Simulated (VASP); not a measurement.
# HfC5 (P4/mmm) in VASP: relaxation of cell and atoms with PBE

Aim: the relaxation of cell and atoms of HfC5 with PBE.

All numbers are computed with VASP 6.6.1; they aren't measurements. Logs are shortened: lines on timing, memory, paths and dates and some standing lists are left out, and cuts for length are marked.

**1. The cell of the first run**

Symmetry: P4/mmm, No. 123, tetragonal system. Conventional cell: a = 4.788 Å, b = 4.788 Å, c = 3.396 Å, α = 90.00°, β = 90.00°, γ = 90.00°. Hf (site symmetry 4/mmm) has 4 C at 2.32 Å as nearest neighbours. Around C (site symmetry m2m) lie 2 C at 1.51 Å. C (site symmetry 4/mmm) has 8 C at 2.01 Å as nearest neighbours.

The cell was built by a generator and needn't be a form met in nature.

**2. Relaxation of cell and atoms, PBE (random cell by space group and Wyckoff sites (P4/mmm, No. 123))**

Input file INCAR:

```
  ALGO = Normal
  EDIFF = 1E-7
  EDIFFG = -0.04
  ENCUT = 600
  GGA = PE
  IBRION = 2
  ISIF = 3
  ISMEAR = 0
  LASPH = True
  LCHARG = False
  LREAL = False
  LWAVE = False
  NELM = 100
  NSW = 90
  PREC = Accurate
  SIGMA = 0.1
```

Input file KPOINTS:

```
k-points
0
Gamma
  4 4 6
```

Input file POSCAR:

```
HfC5
1.0
    4.7879999785      0.0000000000      0.0000000000
    0.0000000000      4.7879999785      0.0000000000
    0.0000000000      0.0000000000      3.3963599398
Hf C
1 5
Direct
    0.5000000000      0.5000000000      0.5000000000
    0.8419011124      0.8419011124      0.5000000000
    0.1580988876      0.1580988876      0.5000000000
    0.1580988876      0.8419011124      0.5000000000
    0.8419011124      0.1580988876      0.5000000000
    0.0000000000      0.0000000000      0.0000000000
```

Potentials or basis: VASP PAW PBE potentials, release 64 (Hf_pv, C).

The run is started by

```
$ cat potpaw_PBE.64/Hf_pv/POTCAR potpaw_PBE.64/C/POTCAR > POTCAR
$ mpirun -np 1 vasp_std > vasp.out
```

OUTCAR:

```text
EDIFF = 1E-7
   EDIFFG = -0.04
   ENCUT = 600
   GGA = PE
   IBRION = 2
   ISIF = 3
   ISMEAR = 0
   LASPH = True
   LREAL = False
   NELM = 100
   NSW = 90
   PREC = Accurate

 ion  position               nearest neighbor table
   1  0.500  0.500  0.500-   2 2.32   3 2.32   4 2.32   5 2.32
   2  0.842  0.842  0.500-   4 1.51   5 1.51   6 2.01   6 2.01   1 2.32
   3  0.158  0.158  0.500-   4 1.51   5 1.51   6 2.01   6 2.01   1 2.32
   4  0.158  0.842  0.500-   2 1.51   3 1.51   6 2.01   6 2.01   1 2.32
   5  0.842  0.158  0.500-   2 1.51   3 1.51   6 2.01   6 2.01   1 2.32
   6  0.000  0.000  0.000-   2 2.01   3 2.01   4 2.01   5 2.01   2 2.01   3 2.01   4 2.01   5 2.01

  LATTYP: Found a simple tetragonal cell.
 ALAT       =     4.7879999785
 C/A-ratio  =     0.7093483615

  Lattice vectors:

 A1 = (   4.7879999785,   0.0000000000,   0.0000000000)
 A2 = (   0.0000000000,   4.7879999785,   0.0000000000)
 A3 = (   0.0000000000,   0.0000000000,   3.3963599398)

Analysis of symmetry for initial positions (statically):
=====================================================================
 Subroutine PRICEL returns:
 Original cell was already a primitive cell.

 Routine SETGRP: Setting up the symmetry group for a
 simple tetragonal supercell.

 Subroutine GETGRP returns: Found 16 space group operations
 (whereof 16 operations were pure point group operations)
 out of a pool of 16 trial point group operations.

The static configuration has the point symmetry D_4h.

Analysis of symmetry for dynamics (positions and initial velocities):
=====================================================================
 Subroutine PRICEL returns:
 Original cell was already a primitive cell.

 Routine SETGRP: Setting up the symmetry group for a
 simple tetragonal supercell.

 Subroutine GETGRP returns: Found 16 space group operations
 (whereof 16 operations were pure point group operations)
 out of a pool of 16 trial point group operations.

The dynamic configuration has the point symmetry D_4h.

 Subroutine INISYM returns: Found 16 space group operations
 (whereof 16 operations are pure point group operations),
 and found     1 'primitive' translations

----------------------------------------------------------------------------------------

                                     Primitive cell

  volume of cell :      77.8614

  direct lattice vectors                    reciprocal lattice vectors
     4.787999979  0.000000000  0.000000000     0.208855473  0.000000000  0.000000000
     0.000000000  4.787999979  0.000000000     0.000000000  0.208855473  0.000000000
     0.000000000  0.000000000  3.396359940     0.000000000  0.000000000  0.294432869

  length of vectors
     4.787999979  4.787999979  3.396359940     0.208855473  0.208855473  0.294432869

  position of ions in fractional coordinates (direct lattice)
     0.500000000  0.500000000  0.500000000
     0.841901112  0.841901112  0.500000000
     0.158098888  0.158098888  0.500000000
     0.158098888  0.841901112  0.500000000
     0.841901112  0.158098888  0.500000000
     0.000000000  0.000000000  0.000000000

  ion indices of the primitive-cell ions
   primitive index   ion index
                 1           1
                 2           2
                 3           3
                 4           4
                 5           5
                 6           6

----------------------------------------------------------------------------------------

 KPOINTS: k-points

Automatic generation of k-mesh.
 Grid dimensions read from file:
 generate k-points for:    4    4    6

 Generating k-lattice:

  Cartesian coordinates                     Fractional coordinates (reciprocal lattice)
     0.052213868  0.000000000  0.000000000     0.250000000  0.000000000  0.000000000
     0.000000000  0.052213868  0.000000000     0.000000000  0.250000000  0.000000000
     0.000000000  0.000000000  0.049072145     0.000000000  0.000000000  0.166666667

  Length of vectors
     0.052213868  0.052213868  0.049072145

  Shift w.r.t. Gamma in fractional coordinates (k-lattice)
     0.000000000  0.000000000  0.000000000

 Subroutine IBZKPT returns following result:
 ===========================================

 Found     24 irreducible k-points:

 Following reciprocal coordinates:
            Coordinates               Weight
  0.000000  0.000000  0.000000      1.000000
  0.250000  0.000000  0.000000      4.000000
  0.500000  0.000000  0.000000      2.000000
  0.250000  0.250000  0.000000      4.000000
  0.500000  0.250000  0.000000      4.000000
  0.500000  0.500000  0.000000      1.000000
[... 16 lines left out ...]
  0.500000  0.250000  0.500000      4.000000
  0.500000  0.500000  0.500000      1.000000
   k-points           NKPTS =     24   k-points in BZ     NKDIM =     24   number of bands    NBANDS=     19
   number of dos      NEDOS =    301   number of ions     NIONS =      6
   total plane-waves  NPLWV =  44800
   dimension x,y,z NGX =    40 NGY =   40 NGZ =   28
   dimension x,y,z NGXF=    80 NGYF=   80 NGZF=   56
   ions per type =               1   5
   NGX,Y,Z   is equivalent  to a cutoff of  13.89, 13.89, 13.71 a.u.
   NGXF,Y,Z  is equivalent  to a cutoff of  27.78, 27.78, 27.41 a.u.
 SYSTEM =  unknown system
   PREC   = accura    normal or accurate (medium, high low for compatibility)
   ISTART =      0    job   : 0-new  1-cont  2-samecut
   ICHARG =      2    charge: 1-file 2-atom 10-const
   ISPIN  =      1    spin polarized calculation?
   LNONCOLLINEAR =      F non collinear calculations
   LSORBIT =      F    spin-orbit coupling
   LASPH  =      T    aspherical Exc in radial PAW
   ENCUT  =  600.0 eV  44.10 Ry    6.64 a.u.   9.56  9.56  6.78*2*pi/ulx,y,z
   NELM   =    100;   NELMIN=  2; NELMDL= -5     # of ELM steps
   EDIFF  = 0.1E-06   stopping-criterion for ELM
   LREAL  =      F    real-space projection
   EDIFFG = -.4E-01   stopping-criterion for IOM
   NSW    =     90    number of steps for IOM
   IBRION =      2    ionic relax: 0-MD 1-quasi-New 2-CG
   NFREE  =      1    steps in history (QN), initial steepest desc. (CG)
   ISIF   =      3    stress and relaxation
   ISYM   =      2    0-nonsym 1-usesym 2-fastsym
   POTIM  = 0.5000    time-step for ionic-motion
   TEBEG  =    0.0;   TEEND  =   0.0 temperature during run
   PSTRESS=    0.0 pullay stress
   NELECT =      30.0000    total number of electrons
   NUPDOWN=      -1.0000    fix difference up-down
   EMIN   =  10.00;   EMAX   =-10.00  energy-range for DOS
   EFERMI =   0.00;   METHOD = LEGACY
   ISMEAR =     0;   SIGMA  =   0.10  broadening in eV -4-tet -1-fermi 0-gaus
   EFERMI_NEDOS =   21; number of points for ismear=-14 and -15
   IALGO  =     38    algorithm
   IMIX   =      4    mixing-type and parameters
     AMIX     =   0.40;   BMIX     =  1.00
     AMIX_MAG =   1.60;   BMIX_MAG =  1.00
  volume/ion in A,a.u.               =      12.98        87.57
  Fermi-wavevector in a.u.,A,eV,Ry     =   1.191264  2.251162 19.308154  1.419109
  Thomas-Fermi vector in A             =   2.327329
   LORBIT       =      0    0 simple, 1 ext, 2 COOP (PROOUT), +10 PAW based schemes
   GGA     = PE    functional components
   LHFCALC =     F    Hartree Fock is set to
   AEXX    =    0.0000 exact exchange contribution
   IVDW    =     0    specifies the selected vdW correction
   LEPSILON=     F    determine dielectric tensor
   LRPA    =     F    only Hartree local field effects (RPA)
 conjugate gradient relaxation of ions
 non-spin polarized calculation
 Gauss-broadening in eV      SIGMA  =   0.10
  energy-cutoff  :      600.00
  volume of cell :       77.86
 maximum number of plane-waves:      2617
 NGX is ok and might be reduce to    40
   NGX = 19   NGY = 19   NGZ = 13

--------------------------------------- Ionic step        1  -------------------------------------------

 number of electron      30.0000002 magnetization

 Free energy of the ion-electron system (eV)
  ---------------------------------------------------
  ext. energy  EPLUGINS =         0.00000000
  ---------------------------------------------------
  free energy    TOTEN  =       -44.37521068 eV

  energy without entropy =      -44.35772763  energy(sigma->0) =      -44.36646915

------------------------ aborting loop because EDIFF is reached ----------------------------------------

  FORCE on cell =-STRESS in cart. coord.  units (eV):
  Direction    XX          YY          ZZ          XY          YZ          ZX
  --------------------------------------------------------------------------------------
  -------------------------------------------------------------------------------------
  Total        0.3941028      0.3941028     -0.4237317      0.0000000      0.0000000      0.0000000
  in kB        8.1095748      8.1095748     -8.7192576      0.0000000      0.0000000      0.0000000
  external PRESSURE =       2.4999640 kB  Pullay stress =       0.0000000 kB
[... 101 lines left out ...]
  FREE ENERGIE OF THE ION-ELECTRON SYSTEM (eV)
  ---------------------------------------------------
  free  energy   TOTEN  =       -44.3804351855 eV

  energy  without entropy=      -44.3608550055  energy(sigma->0) =      -44.37064510

 E-fermi :   3.7060     XC(G=0):  -9.9988

 val. band max:        3.6904165188   @ k =   0.5000   0.2500   0.0000
 cond. band min:       3.7428311965   @ k =   0.0000   0.0000   0.0000
 fundamental gap:      0.0524146777
 Fermi energy:         3.7060194144

 k-point     1 :       0.0000    0.0000    0.0000
  band No.  band energies     occupation
      1     -27.3776      2.00000
      2     -27.3776      2.00000
      3     -27.1699      2.00000
      4     -15.6717      2.00000
      5      -7.7887      2.00000
      6      -7.7887      2.00000
[... 505 lines left out ...]
      6      -6.9292      2.00000
[... 11 lines left out ...]
     18       5.7287      0.00000
     19       6.9003      0.00000

 E-fermi :   3.7975     XC(G=0): -10.0407

 val. band max:        3.7962802592   @ k =   0.5000   0.2500   0.0000
 cond. band min:       3.8224531655   @ k =   0.5000   0.2500   0.5000
 fundamental gap:      0.0261729063
 Fermi energy:         3.7974884260

 k-point     1 :       0.0000    0.0000    0.0000
  band No.  band energies     occupation
      1     -27.2717      2.00000
      2     -27.2717      2.00000
      3     -27.0348      2.00000
      4     -15.7612      2.00000
      5      -7.8118      2.00000
      6      -7.8118      2.00000
[... 505 lines left out ...]
      6      -6.8879      2.00000
[... 11 lines left out ...]
     18       5.8402      0.00000
     19       7.1244      0.00000

[... ionic steps 4 to 24 ...]

--------------------------------------- Ionic step       25  -------------------------------------------

 number of electron      30.0000002 magnetization

------------------------ aborting loop because EDIFF is reached ----------------------------------------
[... 75 lines left out ...]
--------------------------------------- Ionic step       27  -------------------------------------------

 number of electron      30.0000002 magnetization

 Free energy of the ion-electron system (eV)
  ---------------------------------------------------
  ext. energy  EPLUGINS =         0.00000000
  ---------------------------------------------------
  free energy    TOTEN  =       -44.66784763 eV

  energy without entropy =      -44.65337804  energy(sigma->0) =      -44.66061284

 E-fermi :   4.2773     XC(G=0): -10.3240

 val. band max:        4.2684490302   @ k =   0.5000   0.0000   0.0000
 cond. band min:       4.2784026605   @ k =   0.5000   0.2500   0.5000
 fundamental gap:      0.0099536303
 Fermi energy:         4.2772723354

 k-point     1 :       0.0000    0.0000    0.0000
  band No.  band energies     occupation
      1     -26.5229      2.00000
      2     -26.5229      2.00000
      3     -26.2157      2.00000
      4     -16.0188      2.00000
      5      -7.6804      2.00000
      6      -7.6804      2.00000
[... 550 lines left out ...]
  FREE ENERGIE OF THE ION-ELECTRON SYSTEM (eV)
  ---------------------------------------------------
  free  energy   TOTEN  =       -44.6678476343 eV

  energy  without entropy=      -44.6533780363  energy(sigma->0) =      -44.66061284

 reached required accuracy - stopping structural energy minimisation
```

Wall time 11 min (1 thread of AMD EPYC 7R13 (Zen 3), shared host); peak memory 0.2 GiB.

What came out:

- Free energy: -44.6678 eV
- Relaxed volume: 12.08 Å³/atom
- Relaxed cell: a = 4.847 Å, b = 4.847 Å, c = 3.085 Å, α = 90.00°, β = 90.00°, γ = 90.00°
- Space group after relaxing (to 0.05 Å): P4/mmm (No. 123)
- Energy gained by relaxing: 48.8 meV/atom
- Ionic steps: 27
- Pressure after relaxing: -0.2 GPa
- Largest force after relaxing: 0.012 eV/Å
- Band gap on the k mesh: none (metal or under the smearing width)

Forces on the atoms (eV/Å):
```
Hf   0.000  0.000  0.000
C    0.008  0.008  0.000
C   -0.008 -0.008  0.000
C   -0.008  0.008  0.000
C    0.008 -0.008  0.000
C    0.000  0.000  0.000
```

The path:
```
step  energy change (eV)  largest force (eV/Å)  pressure (GPa)  volume (Å³)
   1              0.0000                0.0290            0.25        77.86
   2             -0.0032                0.0732           -1.05        78.09
   3             -0.0052                0.2040           -2.90        78.41
   4             -0.0056                0.2058           -2.97        78.41
   5             -0.0066                0.2119           -3.21        78.43
   6             -0.0090                0.2253           -3.67        78.45
   7             -0.0143                0.2609           -4.59        78.50
   8             -0.0243                0.3619           -6.35        78.60
   9             -0.0397                0.6135           -9.61        78.77
  10             -0.0412                0.6305           -9.75        78.76
  11             -0.0452                0.6855          -10.14        78.74
  12             -0.0497                0.8078          -10.80        78.70
  13             -0.0547                0.7989          -10.74        78.64
  14             -0.0693                0.7724          -10.55        78.45
  15             -0.0970                0.7213          -10.13        78.07
  16             -0.1458                0.6232           -9.17        77.30
  17             -0.2110                0.4196           -6.94        75.78
  18             -0.1745                0.0443           -1.28        72.73
  19             -0.2264                0.2709           -5.24        74.76
  20             -0.2435                0.1487           -4.56        74.52
  21             -0.2748                0.2398           -2.39        73.80
  22             -0.2413                1.1269            2.55        72.35
  23             -0.2788                0.4345           -1.30        73.45
  24             -0.2849                0.3124           -1.10        73.23
  25             -0.2924                0.0495           -0.42        72.56
  26             -0.2924                0.0398           -0.44        72.58
  27             -0.2926                0.0116           -0.20        72.48
```

Final structure:
```xyz
6
Lattice="4.8471 0.0000 0.0000 0.0000 4.8471 0.0000 0.0000 0.0000 3.0850" Properties=species:S:1:pos:R:3 pbc="T T T"
Hf    2.4235    2.4235    1.5425
C     4.0763    4.0763    1.5425
C     0.7707    0.7707    1.5425
C     0.7707    4.0763    1.5425
C     4.0763    0.7707    1.5425
C     0.0000    4.8471    3.0850
```

Levels at points of the mesh, in eV from the Fermi level:
| k point | band 12 | band 13 | band 14 | band 15 | band 16 | band 17 | band 18 | band 19 |
| --- | --- | --- | --- | --- | --- | --- | --- | --- |
| (0.00, 0.00, 0.00) | -1.59 | -1.59 | -1.59 | 0.06 | 0.06 | 1.31 | 1.31 | 2.40 |
| (0.50, 0.00, 0.00) | -4.08 | -2.82 | -1.41 | -0.01 | 0.15 | 0.38 | 1.33 | 2.19 |
| (0.50, 0.50, 0.00) | -1.54 | -1.36 | -1.36 | -0.12 | -0.12 | 1.03 | 1.03 | 1.53 |
| (0.00, 0.00, 0.50) | -4.91 | -0.80 | -0.80 | 0.64 | 0.64 | 0.97 | 2.40 | 3.13 |
| (0.50, 0.00, 0.50) | -3.67 | -2.84 | -2.28 | -0.78 | -0.53 | 1.66 | 3.20 | 5.15 |
| (0.50, 0.50, 0.50) | -5.01 | -0.50 | -0.50 | 0.57 | 0.61 | 0.61 | 2.20 | 3.83 |
